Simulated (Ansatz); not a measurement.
# Sn: one crystal by all-electron and frozen-core methods

The same cell of Sn is computed with all-electron LAPW, frozen-core PAW and all-electron PAW on datasets made for the crystal, to set the results side by side.

Computed with Ansatz 0.2.0 (DFT PBEsol, scalar-relativistic, unless a step's input says otherwise).

### 1 The system as given

Symmetry: Immm, No. 71, orthorhombic system. The conventional cell has a = 3.453 Å, b = 3.551 Å, c = 4.677 Å, α = 90.00°, β = 90.00°, γ = 90.00°. Sn (site symmetry mmm) has 12 Sn at 3.41 to 3.55 Å as nearest neighbours.

Coordinates:

```cif
data_structure
_symmetry_space_group_name_H-M 'Immm'
_symmetry_Int_Tables_number 71
_cell_length_a 3.4531
_cell_length_b 3.5511
_cell_length_c 4.6767
_cell_angle_alpha 90.000
_cell_angle_beta 90.000
_cell_angle_gamma 90.000
_cell_volume 57.35
loop_
_atom_site_label
_atom_site_type_symbol
_atom_site_symmetry_multiplicity
_atom_site_Wyckoff_symbol
_atom_site_fract_x
_atom_site_fract_y
_atom_site_fract_z
_atom_site_occupancy
Sn1 Sn 2 a 0.00000 0.00000 0.00000 1
```

The file gives the conventional cell by its symmetry; the runs use the cell typed in the input.

Structure from a Materials Project entry, not relaxed further.

### 2 All-electron LAPW

File input.yaml:

```yaml
crystal:
  lattice:
    - [-1.726539, 1.775547, 2.338342]
    - [1.726539, -1.775547, 2.338342]
    - [1.726539, 1.775547, -2.338342]
  atoms:
    - { symbol: Sn, position: [0.0, 0.0, 0.0] }
kpoints:
  mp_grid: { grid: [16, 16, 16] }
  band_path:
    path:
      - [0.0, 0.0, 0.0]
      - [0.5, 0.5, -0.5]
      - [0.3862939988, 0.6137060012, -0.3862939988]
      - [-0.3862939988, 0.3862939988, 0.3862939988]
      - [0.0, 0.0, 0.0]
      - [0.3941412533, -0.3941412533, 0.3941412533]
      - [0.6058587467, 0.3941412533, -0.3941412533]
      - [0.5, 0.5, -0.5]
      - [0.0, 0.0, 0.0]
    npoints: 8
scf:
  occupations: { method: fermi_dirac, width: 0.03 }
hamiltonian:
  xc: pbesol
  pseudopotentials: { kind: all_electron, lapw: { basis_error: 0.001 } }
output:
  forces: true
  stress: true
  eigenvalues: true
  populations: true
  dos: { projected: true, de: 0.2, e_range: [-14, 8] }
```

### 3 Frozen-core PAW

Edit input.yaml of step 2 so:

```diff
@@ -25,3 +25,3 @@
   xc: pbesol
-  pseudopotentials: { kind: all_electron, lapw: { basis_error: 0.001 } }
+  pseudopotentials: { kind: paw }
 output:
@@ -30,3 +30,5 @@
   eigenvalues: true
+  efg: { contact_densities: true }
   populations: true
+  bader: true
   dos: { projected: true, de: 0.2, e_range: [-14, 8] }
```

### 4 All-electron PAW on datasets made for the crystal

Edit input.yaml of step 3 so:

```diff
@@ -25,3 +25,3 @@
   xc: pbesol
-  pseudopotentials: { kind: paw }
+  pseudopotentials: { kind: all_electron, datasets: crystal }
 output:
@@ -31,4 +31 @@
   efg: { contact_densities: true }
-  populations: true
-  bader: true
-  dos: { projected: true, de: 0.2, e_range: [-14, 8] }
```

(Steps that only read results are left out.)

**Question.** What will these runs give? Wanted: pressure; gap.

**Answer**, as computed:

| quantity | value |
| --- | --- |
| pressure | LAPW -3.57, PAW -3.57, crystal datasets -3.58 GPa |
| gap (LAPW) | none |

In words: The pressure of -3.6 GPa pushes the cell to shrink, with the atoms held in place. Bands cross the Fermi level: the crystal is a metal at this level. Within 0.3 eV of the Fermi level the largest projected share is Sn 5p (85 %). The projection holds only the free atom's occupied shells (Sn 5s, Sn 5p in this range). The field gradient at Sn, the largest by crystal datasets, is 1.25 by PAW and 1.28 by crystal datasets (10²¹ V/m²), within 5 %. Spin–orbit coupling is left out, which moves gradients at and beside heavy atoms by some per cent and at worst by a factor of two. In pressure, PAW differs from LAPW by less than 0.01 GPa. LAPW took about 2.1 times as long as PAW (40 s against 19 s, on a shared host and with the outputs that each input asks for).
